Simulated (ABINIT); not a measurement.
# Nb (Fm-3m) in ABINIT: further runs

The runs below take Nb through relaxation of cell and atoms, with PBEsol.

All numbers are computed with ABINIT 10.8.3 (patched build); they aren't measurements. Logs are shortened: lines on timing, memory, paths and dates and some standing lists are left out, and cuts for length are marked. The log counts tension as positive stress, the text compression.

### Step 1. The crystal as given

The structure is cubic, space group Fm-3m (No. 225). The conventional cell has a = 4.230 Å, b = 4.230 Å, c = 4.230 Å, α = 90.00°, β = 90.00°, γ = 90.00°. Nb (site symmetry m-3m) is surrounded by 12 Nb at 2.99 Å.

This isn't the form of Nb at room conditions, which is bcc.

### Step 2. Relaxation of cell and atoms, PBEsol

Input file run.abi:

```
# Pseudopotentials
pp_dirpath "./"
pseudos "Nb.GGA_PBE-JTH.xml"

# Structure
acell 2.9910616844 2.9910616844 2.9910616844 Angstrom
rprim
     0.0000000000     0.7071067812     0.7071067812
     0.7071067812     0.0000000000     0.7071067812
     0.7071067812     0.7071067812     0.0000000000
ntypat 1
znucl 41
natom 1
typat 1
xred
     0.0000000000     0.0000000000     0.0000000000
chkprim 0
chksymtnons 0
tolsym 1.0e-6

# Plane-wave basis
ecut 16.0
pawecutdg 32.0
pawxcdev 0

# k points
kptopt 1
ngkpt 11 11 11
nshiftk 1
shiftk 0.0 0.0 0.0

# Exchange and correlation
ixc -116133

# Bands and occupations
nband 11
occopt 3
tsmear 0.05 eV

# SCF cycle
nstep 100
tolvrs 1.0e-9

# Output
iomode 3
prtwf 0
prtden 0
prteig 0
prtebands 0
enunit 2

# Relaxation
ionmov 2
ntime 60
tolmxf 0.0001
optcell 2
dilatmx 1.08
ecutsm 0.5
```

Potentials or basis: JTH PAW PBE v2.0.

Run with:

```console
> abinit run.abi > log 2>&1
```

run.abo:

```text
.Version 10.8.3 of ABINIT
 Symmetries : space group Fm -3 m (#225); Bravais cF (face-center cubic)
================================================================================
 Values of the parameters that define the memory need of the present run
     intxc =       0    ionmov =       2      iscf =      17    lmnmax =      18
     lnmax =       6     mgfft =      24  mpssoang =       3    mqgrid =    3001
     natom =       1  nloc_mem =       2    nspden =       1   nspinor =       1
    nsppol =       1      nsym =      48    n1xccc =       1    ntypat =       1
    occopt =       3   xclevel =       2
       mpw =         516          nfft =       13824          nkpt =          56
 PAW method is used; the additional fine FFT grid is defined by:
   mgfftf=        32    nfftf =     32768
================================================================================
================================================================================

--------------------------------------------------------------------------------
------------- Echo of variables that govern the present computation ------------
--------------------------------------------------------------------------------
 -outvars: echo values of preprocessed input variables --------
            acell      5.6522874092E+00  5.6522874092E+00  5.6522874092E+00 Bohr
              amu      9.29063800E+01
          chkprim           0
      chksymtnons           0
          dilatmx      1.08000000E+00
             ecut      1.60000000E+01 Hartree
           ecutsm      5.00000000E-01 Hartree
           enunit           2
           ionmov           2
                       outvar_i_n : Printing only first  50 k-points.
              ixc     -116133
                       outvar_i_n : Printing only first  50 k-points.
         kptrlatt       11    0    0      0   11    0      0    0   11
          kptrlen      6.21751615E+01
            natom           1
            nband          11
            ngfft          24      24      24
          ngfftdg          32      32      32
             nkpt          56
            nstep         100
             nsym          48
            ntime          60
           ntypat           1
                       prtocc : prtvol=0, do not print more k-points.
           occopt           3
          optcell           2
        pawecutdg      3.20000000E+01 Hartree
         pawxcdev           0
           prtden           0
        prtebands           0
           prteig           0
            prtwf           0
            rprim      0.0000000000E+00  7.0710678120E-01  7.0710678120E-01
                       7.0710678120E-01  0.0000000000E+00  7.0710678120E-01
                       7.0710678120E-01  7.0710678120E-01  0.0000000000E+00
          spgroup         225
           tolmxf      1.00000000E-04
           tolsym      1.00000000E-06
           tolvrs      1.00000000E-09
           tsmear      1.83746611E-03 Hartree
            typat      1
           useylm           1
[... 414 lines left out ...]

 Mean square residual over all n,k,spin=   33.408E-10; max=  20.562E-07
 reduced coordinates (array xred) for    1 atoms
       0.000000000000      0.000000000000      0.000000000000
 rms dE/dt=  0.0000E+00; max dE/dt=  0.0000E+00; dE/dt below (all hartree)
    1       0.000000000000      0.000000000000      0.000000000000

 cartesian coordinates (angstrom) at end:
    1      0.00000000000000     0.00000000000000     0.00000000000000

 cartesian forces (hartree/bohr) at end:
    1     -0.00000000000000    -0.00000000000000    -0.00000000000000
 frms,max,avg= 0.0000000E+00 0.0000000E+00   0.000E+00  0.000E+00  0.000E+00 h/b

 cartesian forces (eV/Angstrom) at end:
    1     -0.00000000000000    -0.00000000000000    -0.00000000000000
 frms,max,avg= 0.0000000E+00 0.0000000E+00   0.000E+00  0.000E+00  0.000E+00 e/A
 length scales=  5.567167127977  5.567167127977  5.567167127977 bohr
              =  2.946017971415  2.946017971415  2.946017971415 angstroms
 Fermi (or HOMO) energy (hartree) =   0.52010   Average Vxc (hartree)=  -0.46099
 Eigenvalues (hartree) for nkpt=  56  k points:
 kpt#   1, nband= 11, wtk=  0.00075, kpt=  0.0000  0.0000  0.0000 (reduced coord)
  -1.48840   -0.58224   -0.58224   -0.58224    0.28777    0.52255    0.52255    0.52255
   0.62310    0.62310    0.95486
      occupation numbers for kpt#   1
   2.00000    2.00000    2.00000    2.00000    2.00000    0.41777    0.41777    0.41777
   0.00000    0.00000    0.00000
 prteigrs : prtvol=0 or 1, do not print more k-points.

 Fermi (or HOMO) energy (eV) =  14.15268   Average Vxc (eV)= -12.54428
 Eigenvalues (   eV  ) for nkpt=  56  k points:
 kpt#   1, nband= 11, wtk=  0.00075, kpt=  0.0000  0.0000  0.0000 (reduced coord)
 -40.50150  -15.84364  -15.84364  -15.84364    7.83052   14.21926   14.21926   14.21926
  16.95546   16.95546   25.98306
 prteigrs : prtvol=0 or 1, do not print more k-points.

--- !EnergyTerms
iteration_state     : {dtset: 1, itime: 4, icycle: 1, }
comment             : Components of total free energy in Hartree
kinetic             :  1.31769218166486E+01
hartree             :  8.73370000319385E+00
xc                  : -6.56921383550515E+00
Ewald energy        : -4.92077748989325E+01
psp_core            :  1.66853898022502E+00
local_psp           : -3.97844618761035E+01
PAW spherical_terms :  1.44686586019269E+01
internal            : -5.75136312085468E+01
'-kT*entropy'       : -4.14332818219146E-04
total_energy        : -5.75140455413650E+01
total_energy_eV     : -1.56503690779503E+03
...

--- !EnergyTermsDC
iteration_state     : {dtset: 1, itime: 4, icycle: 1, }
comment             : '"Double-counting" decomposition of free energy'
band_energy         : -4.36426854463100E+00
Ewald energy        : -4.92077748989325E+01
psp_core            :  1.66853898022502E+00
xc_dc               : -7.53310807917431E+00
PAW spherical_terms :  1.92298294738229E+00
internal            : -5.75136295951305E+01
'-kT*entropy'       : -4.14332818219146E-04
total_energy_dc     : -5.75140439279488E+01
total_energy_dc_eV  : -1.56503686389173E+03
...

--- !EnergyTermsWithPAWCore
iteration_state     : {dtset: 1, itime: 4, icycle: 1, }
comment             : 'Components of total free energy, including PAW core contributions'
Total energy        : -3.81788906298265E+03
Total energy DC     : -3.81788906136924E+03
Total energy (eV)   : -1.03890053937127E+05
Total energy DC (eV): -1.03890053893224E+05
...

 Cartesian components of stress tensor (hartree/bohr^3)
  sigma(1 1)=  2.10286613E-07  sigma(3 2)=  0.00000000E+00
  sigma(2 2)=  2.10286613E-07  sigma(3 1)=  0.00000000E+00
  sigma(3 3)=  2.10286613E-07  sigma(2 1)=  0.00000000E+00

-Cartesian components of stress tensor (GPa)         [Pressure= -6.1868E-03 GPa]
- sigma(1 1)=  6.18684576E-03  sigma(3 2)=  0.00000000E+00
- sigma(2 2)=  6.18684576E-03  sigma(3 1)=  0.00000000E+00
- sigma(3 3)=  6.18684576E-03  sigma(2 1)=  0.00000000E+00

== END DATASET(S) ==============================================================
================================================================================

 -outvars: echo values of variables after computation  --------
            acell      5.5671671280E+00  5.5671671280E+00  5.5671671280E+00 Bohr
           etotal     -5.7514043928E+01
            fcart     -0.0000000000E+00 -0.0000000000E+00 -0.0000000000E+00
            rprim      0.0000000000E+00  7.0710678119E-01  7.0710678119E-01
                       7.0710678119E-01  0.0000000000E+00  7.0710678119E-01
                       7.0710678119E-01  7.0710678119E-01  0.0000000000E+00
           strten      2.1028661303E-07  2.1028661304E-07  2.1028661303E-07
                       0.0000000000E+00  0.0000000000E+00  0.0000000000E+00
 Calculation completed.
```

Run time: 34 s. Hardware: 1 thread of Intel Xeon Platinum 8488C (Sapphire Rapids), shared host; peak memory 0.1 GiB.

Results:

* Free energy: -1565.0369 eV
* Relaxed volume: 18.08 Å³/atom
* Relaxed cell: a = 2.946 Å, b = 2.946 Å, c = 2.946 Å, α = 60.00°, β = 60.00°, γ = 60.00°
* Space group after relaxing (to 0.05 Å): Fm-3m (No. 225)
* Energy gained by relaxing: 20.2 meV/atom
* Ionic steps: 4
* Pressure after relaxing: 0.0 GPa
* Band gap on the k mesh: none (metal or under the smearing width)
* Valence electrons inside the program's atomic spheres: Nb 10.15 (radii [1.1753] Å)

The path:
```
step  energy change (eV)  largest force (eV/Å)  pressure (GPa)  volume (Å³)
   1              0.0000                0.0000           -7.40        18.92
   2             -0.0150                0.0000           -3.86        18.50
   3             -0.0202                0.0000            0.18        18.06
   4             -0.0202                0.0000           -0.01        18.08
```

Final structure:
```yaml
crystal:
  lattice:
    - [0.00000, 2.08315, 2.08315]
    - [2.08315, 0.00000, 2.08315]
    - [2.08315, 2.08315, 0.00000]
  atoms:
    - { symbol: Nb, position: [0.00000, 0.00000, 0.00000] }
```

Caveat: the PAW data sets were made with another functional, which shifts forces and pressure a little.

### Step 3. Relaxation of cell and atoms, PBEsol, target pressure 10 GPa, at which the enthalpy is minimised

Edit run.abi of step 2 so:

```diff
@@ -58 +58,2 @@
 ecutsm 0.5
+strtarget 3*-3.398931e-04 3*0.0
```

Potentials or basis: JTH PAW PBE v2.0.

Run with:

```console
> abinit run.abi > log 2>&1
```

It took 37 s on 1 thread of Intel Xeon Platinum 8488C (Sapphire Rapids), shared host; peak memory 0.1 GiB.

Results (log left out):

```yaml
Free_energy: -1565.0097 eV
Relaxed_volume: 17.18 Å³/atom
Relaxed_cell: a = 2.896 Å, b = 2.896 Å, c = 2.896 Å, α = 60.00°, β = 60.00°, γ = 60.00°
Space_group_after_relaxing_to_0.05_Å: Fm-3m (No. 225)
Energy_change_on_relaxing_the_enthalpy_is_what_falls: +7.0 meV/atom
Ionic_steps: 4
Pressure_after_relaxing: 10.0 GPa
Band_gap_on_the_k_mesh: none (metal or under the smearing width)
Valence_electrons_inside_the_program's_atomic_spheres: Nb 10.21 (radii [1.1753] Å)
```

The path:
```
step  energy change (eV)  largest force (eV/Å)  pressure (GPa)  volume (Å³)
   1              0.0000                0.0000           -7.40        18.92
   2             -0.0195                0.0000            1.48        17.93
   3              0.0116                0.0000           10.86        17.10
   4              0.0070                0.0000            9.97        17.18
```

Final structure:
```xyz
1
Lattice="0.0000 2.0478 2.0478 2.0478 0.0000 2.0478 2.0478 2.0478 0.0000" Properties=species:S:1:pos:R:3 pbc="T T T"
Nb    0.0000    0.0000    0.0000
```

Levels at points of the mesh, in eV from the Fermi level:
```
           k point  band 4  band 5  band 6  band 7  band 8  band 9
(0.00, 0.00, 0.00)  -29.84   -6.42    0.02    0.02    0.02    2.96
```

Caveat: the PAW data sets were made with another functional, which shifts forces and pressure a little.
